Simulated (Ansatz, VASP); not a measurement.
# GaSb: VASP beside Ansatz, part 2 of 2

One calculation is typed for both programs; each brings its own data sets. How far apart do they land? The structure shown is the start of the Ansatz relaxation below; VASP solves that cell, so the two are compared at the walk's first step.

VASP 6.6.1 and Ansatz 0.2.0.

So far. Step 3 (VASP: single point, PBEsol, start cell, pair 1): The run ends at a pressure of 4.01 GPa, with forces up to 0.12 eV/Å.

### 7. VASP: single point, PBEsol, start cell, pair 2

Level of this step: PBEsol; plane waves and PAW (Ga_d, Sb) (VASP).

The same cell, functional, mesh and smearing now go to VASP, with its own data sets.

Contents of INCAR:

```
SYSTEM = GaSb
PREC = Accurate
ENCUT = 400
EDIFF = 1E-06
NELM = 120
ISMEAR = 1
SIGMA = 0.2
LREAL = .FALSE.
ALGO = Normal
GGA = PS
NBANDS = 15
LORBIT = 11
LWAVE = .FALSE.
LCHARG = .FALSE.
ISIF = 2
LASPH = .TRUE.
GGA_COMPAT = .FALSE.
EFERMI = MIDGAP
KPAR = 2
```

Contents of POSCAR:

```
GaSb
1.0
    0.0811760000      3.0452710000      3.0452710000
    3.0452710000      0.0811760000      3.0452710000
    3.0452710000      3.0452710000      0.0811760000
Ga Sb
1 1
Direct
    0.9984986352      0.9984986352      0.9984986352
    0.7515012838      0.7515012838      0.7515012838
```

Contents of KPOINTS:

```
Automatic mesh
0
Gamma
12 12 12
0 0 0
```

PAW data sets: Ga_d and Sb (PBE family, release 64).

The run is started by

```bash
$ mpirun -np 2 vasp_std
```

Numbers of over 12 decimals in the logs are rounded to 6 here.

Output:

```text
[banner, memory and clock lines left out]
running    2 mpi-ranks, on    1 nodes
[...]
[... a notice as in an earlier step ...]

 LDA part: xc-table for (Slater+PW92), standard interpolation
 POSCAR, INCAR and KPOINTS ok, starting setup
[...]
entering main loop
       N       E                     dE             d eps       ncg     rms          rms(c)
DAV:   1     0.727642638982E+02    0.72764E+02   -0.77243E+03  5750   0.130E+03
DAV:   2    -0.280165591909E+01   -0.75566E+02   -0.73061E+02  6643   0.270E+02
DAV:   3    -0.813204704615E+01   -0.53304E+01   -0.53155E+01  6671   0.626E+01
DAV:   4    -0.822193624314E+01   -0.89889E-01   -0.89877E-01  7238   0.920E+00
[...]
DAV:  10    -0.811028795274E+01    0.99885E-05   -0.25978E-05  7380   0.441E-02    0.109E-02
DAV:  11    -0.811029774227E+01   -0.97895E-05   -0.12168E-05  6440   0.235E-02    0.473E-03
DAV:  12    -0.811029783100E+01   -0.88728E-07   -0.38810E-07  5866   0.529E-03
   1 F= -.81102978E+01 E0= -.81104232E+01  d E =0.376021E-03
```

From OUTCAR (step 7):

```text
  Total        0.9958604      0.9958604      0.9958604     -0.4552277     -0.4552277     -0.4552277
  in kB       29.4251530     29.4251530     29.4251530    -13.4508250    -13.4508250    -13.4508250
  external PRESSURE =      29.4251530 kB  Pullay stress =       0.0000000 kB

 POSITION                                       TOTAL-FORCE (eV/Angst)
 -----------------------------------------------------------------------------------
      6.16245      6.16245      6.16245        -0.061767     -0.061767     -0.061767
      4.63805      4.63805      4.63805         0.061767      0.061767      0.061767
 -----------------------------------------------------------------------------------
    total drift:                                0.000205      0.000205      0.000206

  FREE ENERGIE OF THE ION-ELECTRON SYSTEM (eV)
  ---------------------------------------------------
  free  energy   TOTEN  =        -8.1102978310 eV

  energy  without entropy=       -8.1106738523  energy(sigma->0) =       -8.11042317

[... 1 part as in an earlier step ...]

[... 2 further parts left out ...]
[key lines of the parts left out:]
E-fermi :   5.4829
```

The run ends at a pressure of 2.94 GPa, with forces up to 0.11 eV/Å.

### 8. Comparison

What differs besides the data sets and the points named for the pairs above, as far as they apply: the data sets hold 28 valence electrons in Ansatz (on its PAW soft_1 files) and 18 in VASP. Total energies have different zeros and are not compared.

Forces (eV/Å; atoms numbered as in POSCAR):

```
atom          Ansatz x, y, z            VASP x, y, z
 Ga1  -0.061, -0.061, -0.061  -0.062, -0.062, -0.062
 Sb2     0.061, 0.061, 0.061     0.062, 0.062, 0.062
```

The forces differ by 0.6 meV/Å r.m.s., which is 0.9 % of the r.m.s. force of 0.062 eV/Å (both taken over all components).

### 9. Ansatz: relaxation, PBEsol

The two programs are compared at the cell with which this relaxation starts, whose forces are those of its first step. The cell compared in this pair holds 55.08 Å³, against 54.22 Å³ for the pair before.

The structure compared here is the start of the Ansatz relaxation; VASP solves that cell, so the two are compared at the walk's first step.

Contents of input.yaml:

```yaml
crystal:
  lattice:
    - [0.0506714904, 3.0453244379, 3.0453244379]
    - [3.0453244379, 0.0506714904, 3.0453244379]
    - [3.0453244379, 3.0453244379, 0.0506714904]
  atoms:
    - { symbol: Ga, position: [-0.0007445882, -0.0007445882, -0.0007445882] }
    - { symbol: Sb, position: [0.7507445882, 0.7507445882, 0.7507445882] }
  conventional_axes: [[-1, 1, 0], [0, -1, 1], [1, 1, 1]]
kpoints:
  mp_grid: { grid: [12, 12, 12] }
hamiltonian:
  xc: pbesol
  pseudopotentials: { kind: paw, azcp: { folder: soft_1 }, xc_functional: pbe }
scf:
  occupations: { method: methfessel_paxton, width: 0.2 }
output:
  forces: true
  stress: true
  eigenvalues: true
relax:
  adjacent_minimum: "off"
  f_tol: 0.001
  max_steps: 60
  cell: { stress_tol: 0.01, fix: [a, b, gamma] }
```

The run is started by

```bash
$ ansatz run input.yaml --threads 4 --pin off --max-ram 10240MiB --backend cpu --events-out ev --progress --plain --runs-dir out
```

Output:

```text
[...]
Crystal: 2 atoms, lattice volume = 55.075 Å³
Basis set: ecut = 420 eV, 1079 PW (Γ), exchange–correlation on 60×60×60 points (8 copies of the dense FFT grid, shifted against one another)
Bands: 18, of which v1, the nominal top of the filled ones, is band 14 counted from 1 (13 counted from 0)
Symmetry: 6 space group operations
[...]
k-points: 189 of 1728 (time reversal used)
[...]
k-point 188: bands = [... 10 lower, -2.0131, 1.5256, 7.0661, 7.0661, 8.8333, 11.9859, 11.9859, 14.5914]
--- Relaxed structure (4 steps of the walk, 4 accepted, 1 SCFs on fresh bases) ---
[...]
cell:  # Å, volume = 55.3476 Å³
    - [0.060804, 3.055457, 3.055457]
    - [3.055457, 0.060804, 3.055457]
    - [3.055457, 3.055457, 0.060804]
  atoms:
    - { symbol: Ga, position: [-0.00150137, -0.00150137, -0.00150137] }
    - { symbol: Sb, position: [0.751501, 0.751501, 0.751501] }
[key lines of the parts left out:]
SCF converged after 8 iterations
Free energy (F): -10151.599040 eV
Fermi energy:    8.274586 eV
P = ⅓ Tr σ = 1.7000 GPa (17.000 kbar)
```

### 10. VASP: single point, PBEsol, start cell, pair 3

The same cell, functional, mesh and smearing now go to VASP, with its own data sets.

INCAR is that of step 7.

Contents of POSCAR:

```
GaSb
1.0
    0.0506710000      3.0453240000      3.0453240000
    3.0453240000      0.0506710000      3.0453240000
    3.0453240000      3.0453240000      0.0506710000
Ga Sb
1 1
Direct
    0.9992553717      0.9992553717      0.9992553717
    0.7507447504      0.7507447504      0.7507447504
```

KPOINTS is that of step 7.

The run is started by

```bash
$ mpirun -np 2 vasp_std
```

Output:

```text
[... set-up lines as in an earlier step ...]
 entering main loop
       N       E                     dE             d eps       ncg     rms          rms(c)
DAV:   1     0.726400336664E+02    0.72640E+02   -0.76553E+03  5766   0.128E+03
DAV:   2    -0.282766651935E+01   -0.75468E+02   -0.73082E+02  6433   0.269E+02
DAV:   3    -0.815405242023E+01   -0.53264E+01   -0.53130E+01  6888   0.627E+01
DAV:   4    -0.824065952818E+01   -0.86607E-01   -0.86595E-01  6871   0.901E+00
[...]
DAV:  10    -0.813392135282E+01    0.93664E-05   -0.22156E-05  7383   0.411E-02    0.113E-02
DAV:  11    -0.813393079769E+01   -0.94449E-05   -0.12260E-05  6447   0.242E-02    0.464E-03
DAV:  12    -0.813393088115E+01   -0.83457E-07   -0.39229E-07  5866   0.571E-03
   1 F= -.81339309E+01 E0= -.81340863E+01  d E =0.466226E-03
```

OUTCAR, selected parts (step 10):

```text
  Total        0.6662630      0.6662630      0.6662630     -0.2949995     -0.2949995     -0.2949995
  in kB       19.3821358     19.3821358     19.3821358     -8.5817750     -8.5817750     -8.5817750
  external PRESSURE =      19.3821358 kB  Pullay stress =       0.0000000 kB

 POSITION                                       TOTAL-FORCE (eV/Angst)
 -----------------------------------------------------------------------------------
      6.13675      6.13675      6.13675        -0.055175     -0.055175     -0.055175
      4.61056      4.61056      4.61056         0.055175      0.055175      0.055175
 -----------------------------------------------------------------------------------
    total drift:                               -0.000140     -0.000140     -0.000140

  FREE ENERGIE OF THE ION-ELECTRON SYSTEM (eV)
  ---------------------------------------------------
  free  energy   TOTEN  =        -8.1339308811 eV

  energy  without entropy=       -8.1343971069  energy(sigma->0) =       -8.13408629

[... 1 part as in an earlier step ...]

[... 2 further parts left out ...]
[key lines of the parts left out:]
E-fermi :   5.2510
```

The run ends at a pressure of 1.94 GPa, with forces up to 0.096 eV/Å.

### 11. Differences

What differs besides the data sets and the points named for the pairs above, as far as they apply: the data sets hold 28 valence electrons in Ansatz (on its PAW soft_1 files) and 18 in VASP. Total energies have different zeros and are not compared.

Forces (eV/Å; atoms numbered as in POSCAR):

```
atom          Ansatz x, y, z            VASP x, y, z
 Ga1  -0.055, -0.055, -0.055  -0.055, -0.055, -0.055
 Sb2     0.055, 0.055, 0.055     0.055, 0.055, 0.055
```

The forces differ by 0.4 meV/Å r.m.s., which is 0.7 % of the r.m.s. force of 0.055 eV/Å (both taken over all components).

### 12. Other set-ups

Further runs change the set-up of one program: Ansatz's method, potentials or start, or VASP's data sets, cutoff or form of LDA. The table gives that difference for each run.

```
                         run  r.m.s. force difference (meV/Å)
                    as above                             0.39
VASP with a cutoff of 500 eV (perhaps on Ansatz's relaxed cell)                             0.22
```

### 13. What came out

```json
{"r.m.s. force difference (single point, PBEsol, start cell, pair 1)": "0.87 meV/Å", "r.m.s. force difference (single point, PBEsol, start cell, pair 2)": "0.55 meV/Å", "r.m.s. force difference (single point, PBEsol, start cell, pair 3)": "0.39 meV/Å"}
```

The r.m.s. force difference is 0.87 meV/Å (single point, PBEsol, start cell, pair 1), within the 12 meV/Å picked in this series as the mark of a large difference. The data sets hold unlike numbers of valence electrons (28 in Ansatz and 18 in VASP), so part of the differences comes from the potentials. Single point, PBEsol, start cell, pair 1, VASP with a cutoff of 500 eV (perhaps on Ansatz's relaxed cell): r.m.s. force difference goes from 0.87 to 0.29 meV/Å. Single point, PBEsol, start cell, pair 3, VASP with a cutoff of 500 eV (perhaps on Ansatz's relaxed cell): r.m.s. force difference goes from 0.39 to 0.22 meV/Å. 11 further runs of this series are not shown here. Such differences can come from data sets, numerical settings and the points named under the comparisons, not from the functional's error against experiment.

[Lines on the potential files, build, host, timing and source positions are cut from VASP's logs without a mark.]

[Logs are printed without paths, hosts, clocks, repeated set-up lines and the standing remarks that a program may print on its own settings, such as how far it seeks lower states.]

[Hosts, paths, dates, database ids (printed as entryN), source tags and the programs' standing remarks are cut or masked in the printed files.]

[Rows of further runs with another cutoff or data set may stand on the cell that Ansatz relaxed, not on the start cell of the pair above them.]
